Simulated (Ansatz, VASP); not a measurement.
**Cross-check of TiO2 between VASP and Ansatz**

Wanted: the spread between two codes on one cell, functional and k mesh. The cell is taken from a series of runs on this material, whose earlier steps may have relaxed, scaled, displaced or heated it; both programs get it as it stands.

Calculated with Ansatz 0.2.0; plane waves, with VASP 6.6.1 beside it; single point at HSE06.

**1. Starting point**

Symmetry: C2/c, No. 15, monoclinic system. Conventional cell: a = 5.412 Å, b = 5.413 Å, c = 5.472 Å, α = 90.00°, β = 118.77°, γ = 90.00°. Nearest to Ti lie 6 O at 1.93 to 2.00 Å. Nearest to O lie 3 Ti at 1.93 to 2.00 Å. Farther neighbours and most contacts between anions are not listed.

**2. VASP: single point, HSE06**

A single point gives forces, pressure and levels at one fixed geometry, so differences don't come from the geometry; what else differs is listed under the comparison.

Lines of VASP's logs that name or quote its potential files are left out, and so is its time.

The run reads the wave functions of an earlier VASP run, which isn't shown here.

The input, INCAR:

```
SYSTEM = TiO2
PREC = Accurate
ENCUT = 520
EDIFF = 1E-06
NELM = 100
ISMEAR = 0
SIGMA = 0.01
LREAL = .FALSE.
ALGO = Normal
LHFCALC = .TRUE.
AEXX = 0.25
GGA = PE
HFSCREEN = 0.208
LASPH = .TRUE.
NBANDS = 30
PRECFOCK = Fast
LORBIT = 11
LWAVE = .FALSE.
LCHARG = .FALSE.
KPAR = 8
ISIF = 2
```

The input, POSCAR:

```
TiO2
1.0
    2.7060340000     -2.7066550000      0.0000000000
    2.7060340000      2.7066550000      0.0000000000
   -2.6335310000      0.0000000000      4.7966370000
Ti O
2 4
Direct
    0.1341100000      0.8658900000      0.2500000000
    0.8658900000      0.1341100000      0.7500000000
    0.3312210000      0.0887550000      0.6671490000
    0.6687790000      0.9112450000      0.3328510000
    0.9112450000      0.6687790000      0.8328510000
    0.0887550000      0.3312210000      0.1671490000
```

The input, KPOINTS:

```
Automatic mesh
0
Gamma
4 4 4
0 0 0
```

The projector-augmented-wave data sets are Ti_sv and O (PBE family, release 64).

Command:

```
> mpirun -np 8 vasp_std
```

Numbers of over 12 decimals in the logs are rounded to 6 here.

The log of the run:

```text
[banner, memory and clock lines left out]
running    8 mpi-ranks, on    1 nodes
 distrk:  each k-point on    1 cores,    8 groups
 distr:  one band on    1 cores,    1 groups

 POSCAR found type information on POSCAR TiO
 POSCAR found :  2 types and       6 ions
|                                                                             |
|           W    W    AA    RRRRR   N    N  II  N    N   GGGG   !!!           |
|           W    W   A  A   R    R  NN   N  II  NN   N  G    G  !!!           |
|           W    W  A    A  R    R  N N  N  II  N N  N  G       !!!           |
|           W WW W  AAAAAA  RRRRR   N  N N  II  N  N N  G  GGG   !            |
|           WW  WW  A    A  R   R   N   NN  II  N   NN  G    G                |
|           W    W  A    A  R    R  N    N  II  N    N   GGGG   !!!           |
|                                                                             |
|     For optimal performance we recommend to set                             |
|       NCORE = 2 up to number-of-cores-per-socket                            |
|     NCORE specifies how many cores store one orbital (NPAR=cpu/NCORE).      |
|     This setting can greatly improve the performance of VASP for DFT.       |
|     The default, NCORE=1 might be grossly inefficient on modern             |
|     multi-core architectures or massively parallel machines. Do your        |
|     Unfortunately you need to use the default for GW and RPA                |
|     calculations (for HF NCORE is supported but not extensively tested      |
|     yet).                                                                   |
|                                                                             |

 LDA part: xc-table for (Slater+PW92), standard interpolation
 found WAVECAR, reading the header
 POSCAR, INCAR and KPOINTS ok, starting setup
 FFT: planning ... GRIDC
 FFT: planning ... GRID_SOFT
 FFT: planning ... GRID
 reading WAVECAR
 the WAVECAR file was read successfully
 initial charge from wavefunction
 entering main loop
       N       E                     dE             d eps       ncg     rms          rms(c)
DAV:   1    -0.666103526468E+02   -0.66610E+02   -0.30166E+00  1448   0.160E+01    0.444E+00
DAV:   2    -0.663315679556E+02    0.27878E+00   -0.79807E-01  1712   0.119E+01    0.140E+00
DAV:   3    -0.663616744638E+02   -0.30107E-01   -0.23246E-01  2022   0.379E+00    0.109E+00
DAV:   4    -0.663508515648E+02    0.10823E-01   -0.46146E-02  1838   0.209E+00    0.443E-01
DAV:   5    -0.663528671687E+02   -0.20156E-02   -0.10206E-02  1590   0.644E-01    0.261E-01
DAV:   6    -0.663524258565E+02    0.44131E-03   -0.12650E-03  1734   0.424E-01    0.128E-01
DAV:   7    -0.663525579345E+02   -0.13208E-03   -0.51345E-04  1616   0.145E-01    0.939E-02
DAV:   8    -0.663525598726E+02   -0.19381E-05   -0.10931E-04  1902   0.132E-01    0.519E-02
DAV:   9    -0.663525765786E+02   -0.16706E-04   -0.29806E-05  1680   0.497E-02    0.306E-02
DAV:  10    -0.663525814204E+02   -0.48419E-05   -0.48318E-06  1744   0.226E-02    0.184E-02
DAV:  11    -0.663525846665E+02   -0.32461E-05   -0.24280E-06  1538   0.108E-02    0.119E-02
DAV:  12    -0.663525861406E+02   -0.14741E-05   -0.51893E-07   876   0.814E-03    0.740E-03
DAV:  13    -0.663525868949E+02   -0.75434E-06   -0.37409E-07   828   0.545E-03
   1 F= -.66352587E+02 E0= -.66352587E+02  d E =-.570562E-25
```

OUTCAR, selected parts (step 2):

```text
ion  position               nearest neighbor table
   1  0.134  0.866  0.250-   4 1.93   6 1.93   6 1.98   4 1.98   3 2.00   5 2.00
   2  0.866  0.134  0.750-   5 1.93   3 1.93   5 1.98   3 1.98   6 2.00   4 2.00
   3  0.331  0.089  0.667-   2 1.93   2 1.98   1 2.00
   4  0.669  0.911  0.333-   1 1.93   1 1.98   2 2.00
   5  0.911  0.669  0.833-   2 1.93   2 1.98   1 2.00
   6  0.089  0.331  0.167-   1 1.93   1 1.98   2 2.00

  LATTYP: Found a base centered monoclinic cell.
 ALAT       =     5.4120680000
 B/A-ratio  =     1.0002294871
 C/A-ratio  =     1.0110809974
 COS(beta)  =    -0.4812705001

 Subroutine GETGRP returns: Found  4 space group operations
 (whereof  2 operations were pure point group operations)

The static configuration has the point symmetry S_2 .
 The point group associated with its full space group is C_2h.

 Found     24 irreducible k-points:

   k-points           NKPTS =     24   k-points in BZ     NKDIM =     64   number of bands    NBANDS=     30

   dimension x,y,z NGX =    28 NGY =   28 NGZ =   42
   dimension x,y,z NGXF=    56 NGYF=   56 NGZF=   84

   ENCUT  =  520.0 eV  38.22 Ry    6.18 a.u.   7.12  7.12 10.17*2*pi/ulx,y,z

   NELECT =      48.0000    total number of electrons

 k-points in reciprocal lattice and weights: Automatic mesh
   0.00000000  0.00000000  0.00000000       0.016
   0.25000000  0.00000000  0.00000000       0.062
   0.50000000  0.00000000  0.00000000       0.031
   0.25000000  0.25000000  0.00000000       0.031
   0.50000000  0.25000000  0.00000000       0.062
  -0.25000000  0.25000000  0.00000000       0.031
   0.50000000  0.50000000  0.00000000       0.016
   0.00000000  0.00000000  0.25000000       0.031
   0.25000000  0.00000000  0.25000000       0.062
[...]
-0.25000000  0.25000000  0.50000000       0.031
   0.50000000  0.50000000  0.50000000       0.016

  exchange ACFDT corr.  =         0.00000000  see jH, gK, PRB 81, 115126

 average (electrostatic) potential at core
       1 -72.7957       2 -72.7957       3 -64.2567       4 -64.2567       5 -64.2567
       6 -64.2567

 E-fermi :   2.1888

 k-point     1 :       0.0000    0.0000    0.0000
  band No.  band energies     occupation
    ...
     20       1.2812      2.00000
     21       1.3199      2.00000
     22       1.3418      2.00000
     23       1.6515      2.00000
     24       1.6569      2.00000
     25       5.6320      0.00000
     26       6.4576      0.00000
     27       7.5617      0.00000
     28       7.5728      0.00000
     29       7.6508      0.00000
    ...

 k-point     2 :       0.2500    0.0000    0.0000
  band No.  band energies     occupation
    ...
     20       0.3811      2.00000
     21       0.7975      2.00000
     22       1.2591      2.00000
     23       1.2897      2.00000
     24       1.5663      2.00000
     25       6.6037      0.00000
     26       6.7309      0.00000
     27       6.8682      0.00000
     28       7.2363      0.00000
     29       7.4720      0.00000
    ...

 k-point     3 :       0.5000    0.0000    0.0000
  band No.  band energies     occupation
    ...
     20      -0.0202      2.00000
     21       0.1303      2.00000
     22       1.1467      2.00000
     23       1.1482      2.00000
     24       1.4332      2.00000
     25       6.9300      0.00000
     26       7.0683      0.00000
     27       7.0797      0.00000
     28       7.3794      0.00000
     29       7.8899      0.00000
    ...

  Total       -3.6244039     -3.6420917     -3.6743415      0.0000000      0.0000000     -0.1876196
  in kB      -82.6445413    -83.0478630    -83.7832309      0.0000000      0.0000000     -4.2781482
  external PRESSURE =     -83.1585451 kB  Pullay stress =       0.0000000 kB

  energy-cutoff  :      520.00
  volume of cell :       70.26
      direct lattice vectors                 reciprocal lattice vectors
     2.706034000 -2.706655000  0.000000000     0.184772253 -0.184729860  0.101446796
     2.706034000  2.706655000  0.000000000     0.184772253  0.184729860  0.101446796
    -2.633531000  0.000000000  4.796637000     0.000000000  0.000000000  0.208479399

 POSITION                                       TOTAL-FORCE (eV/Angst)
 -----------------------------------------------------------------------------------
      2.04765      1.98068      1.19916         0.000000      0.056646     -0.000000
      0.73089     -1.98068      3.59748         0.000000     -0.056646      0.000000
     -0.62049     -0.65627      3.20007         0.023271     -0.064035     -0.360044
      3.39903      0.65627      1.59657        -0.023271      0.064035      0.360044
      2.08226     -0.65627      3.99488        -0.023271     -0.064035      0.360044
      0.69628      0.65627      0.80175         0.023271      0.064035     -0.360044
 -----------------------------------------------------------------------------------
    total drift:                               -0.000000      0.000000      0.000001

  FREE ENERGIE OF THE ION-ELECTRON SYSTEM (eV)
  ---------------------------------------------------
  free  energy   TOTEN  =       -66.3525868949 eV

  energy  without entropy=      -66.3525868949  energy(sigma->0) =      -66.35258689

 total charge
# of ion       s       p       d       tot
------------------------------------------
    1        2.220   6.297   1.573  10.090
    2        2.220   6.297   1.573  10.090
    3        1.572   3.531   0.000   5.104
    4        1.572   3.531   0.000   5.104
    5        1.572   3.531   0.000   5.104
    6        1.572   3.531   0.000   5.104
--------------------------------------------------
tot         10.729  26.720   3.146  40.595

[... 3 further parts left out ...]
```

The run ends at a pressure of -8.32 GPa, with forces up to 0.37 eV/Å.

(Continued in part 2 of 2.)

[Lines on the potential files, build, host, timing and source positions are cut from VASP's logs without a mark.]

[Logs are printed without paths, hosts, clocks, repeated set-up lines and the standing remarks that a program may print on its own settings, such as how far it seeks lower states.]

[Hosts, paths, dates, database ids (printed as entryN), source tags and the programs' standing remarks are cut or masked in the printed files.]
